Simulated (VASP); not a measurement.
Set up this calculation in VASP 6.6.1, as the native input.

- Task: single point
- Functional: PBE
- Potentials or basis: VASP PAW PBE potentials, release 64 (Al)
- Cutoff: 520 eV
- k mesh: 12 × 12 × 12
- Occupations: fermi-dirac, width 0.05 eV
- Spin: no spin polarisation
- Further INCAR settings: ALGO = Normal; EDIFF = 1e-07; NBANDS = 8

The structure of Al lies in POSCAR:

```
Al
1.0
   -1.6989500000      1.5643060000      1.6007980000
    1.6309530000     -1.5829090000      1.5514040000
    1.6603660000      1.5443250000     -1.6194010000
Al
1
Direct
   -0.0006930000      0.0123870000      0.0058490000
```

This isn't the form of Al at room conditions, which is fcc.

The cell isn't the ideal one: cell strained at random at fixed volume.

The input as run:

INCAR

```
SYSTEM = Al
  PREC = Accurate
  ENCUT = 520
  EDIFF = 1E-7
  ISMEAR = -1
  SIGMA = 0.05
  LREAL = .FALSE.
  LASPH = .TRUE.
  NELM = 80
  ALGO = Normal
  ISIF = 2
  LWAVE = .FALSE.
  LCHARG = .FALSE.
  GGA = PE
  NBANDS = 8
```

KPOINTS

```
regular mesh
0
G
  12 12 12
  0 0 0
```

Potentials or basis: VASP PAW PBE potentials, release 64 (Al).

Command:

```bash
$ cat potpaw_PBE.64/Al/POTCAR > POTCAR
$ mpirun -np 1 vasp_std > vasp.out
```

Results of the run:

```json
{
  "Pressure": "3.9 GPa",
  "Band gap on the k mesh": "none (metal or under the smearing width)"
}
```

It took 62 s on 1 thread of Intel(R) Xeon(R) Platinum 8375C CPU @ 2.90GHz (Ice Lake), with other jobs on the host, peak memory 0.2 GiB.
